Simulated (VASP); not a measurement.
The system is KF.

```
K F
1.0
     0.00000    2.65896    2.65896
     2.65896    0.00000    2.65896
     2.65896    2.65896    0.00000
K F
1 1
Cartesian
  0.0000 0.0000 0.0000
  2.6590 2.6590 2.6590
```

The cell was built by a generator and needn't be a form met in nature.

Base run:

```yaml
Program: VASP 6.6.1
Functional: r2SCAN
Potentials_or_basis: VASP PAW PBE potentials, release 64 (K_sv, F)
Cutoff: 520 eV
k_mesh: 6 × 6 × 6
Occupations: gaussian, width 0.01 eV
Spin: no spin polarisation
```

Its results: band gap on the k mesh 6.91 eV, direct; pressure 0.0 GPa.

Question: The run is repeated on the same cell with these changes: functional from r2SCAN to HSE06; k mesh from 6 × 6 × 6 to 4 × 4 × 4. What comes out?

Answer: Band gap on the k mesh 8.24 eV, direct; pressure 1.1 GPa.

Several settings changed at once, so the effect can't be laid on one alone.

Caveats: some runs use coarse meshes; the PAW data sets were made with another functional, which shifts forces and pressure a little.

